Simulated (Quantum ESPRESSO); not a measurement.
The system is Si.

```
Si
1.0
     0.00000    2.72185    2.72185
     2.72185    0.00000    2.72185
     2.72185    2.72185    0.00000
Si
2
Direct
  0.50000 0.50000 0.50000
  0.75000 0.75000 0.75000
```

```yaml
Program: Quantum ESPRESSO 7.5
Task: phonons
Functional: revPBE
Potentials_or_basis: GBRV 1.5 PBE
Cutoff: 612 eV
Density_cutoff: 4898 eV
k_mesh: 6 × 6 × 6, shifted
Occupations: fermi-dirac, width 0.05 eV
Spin: no spin polarisation
Mixing_beta: 0.5
Most_SCF_iterations: 120
SCF_threshold: 4e-10 Ry
```

The cell and the atoms were relaxed first, to 20.56 Å³/atom (a = 3.874 Å, b = 3.874 Å, c = 3.874 Å, α = 60.00°, β = 60.00°, γ = 60.00°), and the response was taken there.

The first run showed a gap, so the response started from a second, tighter run with fixed occupations.

Problem. Where do the zone-centre optical modes lie?

Solution. T2g at 501 cm⁻¹ (Raman).

Optical modes at Γ, degenerate ones joined, polar ones without the macroscopic field:
```csv
cm⁻¹,components,symmetry,active in,"IR intensity, summed ((D/Å)²/amu)"
501,3,T2g,Raman,0.00
```

Born effective charge tensors (e):
atom 1, Si
```
-0.01  0.00  0.00
 0.00 -0.01  0.00
 0.00  0.00 -0.01
```
atom 2, Si
```
-0.01  0.00  0.00
 0.00 -0.01  0.00
 0.00  0.00 -0.01
```

Caveat: the potentials were made for another functional, which shifts forces and pressure.
